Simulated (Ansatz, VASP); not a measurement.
## AlN: VASP beside Ansatz

```
CELL_PARAMETERS angstrom
3.10570 0.00000 0.00000
-1.55285 2.68961 0.00000
0.00000 0.00000 5.00445
ATOMIC_POSITIONS crystal
Al 0.33333 0.66667 0.00000
Al 0.66667 0.33333 0.50000
N 0.33333 0.66667 0.37500
N 0.66667 0.33333 0.87500
```

The cell was built by a generator and needn't be a form met in nature.

Alike in both runs: task relaxation of cell and atoms; functional PBEsol; k mesh 9 × 9 × 6; occupations gaussian, width 0.02 eV; no spin polarisation.

|  | VASP | Ansatz |
| --- | --- | --- |
| version | VASP 6.6.1 | Ansatz 0.2.0 |
| potentials or method | VASP PAW PBE potentials, release 64 (Al, N) | scalar-relativistic, plane waves, PAW |
| plane-wave cutoff (eV) | 600 | 420 |
| valence electrons in the cell | 16 | 16 |

|  | VASP | Ansatz | Ansatz less VASP |
| --- | --- | --- | --- |
| gap on the k mesh at the Fermi level, each at its own relaxed structure (eV) | 4.12 | 4.09 | -0.024 |
| relaxed volume (Å³/atom) | 10.45 | 10.46 | +0.009 |
| relaxed cell length with the largest relative difference (Å) | 4.982 | 4.984 | +0.0015 |
| energy change over the relaxation (meV/atom) | -3 | -3 | 0.0 |

Caveats: the PAW data sets were made with another functional, which shifts forces and pressure a little (VASP); an odd mesh through Γ misses points on the zone boundary, where band edges often lie.
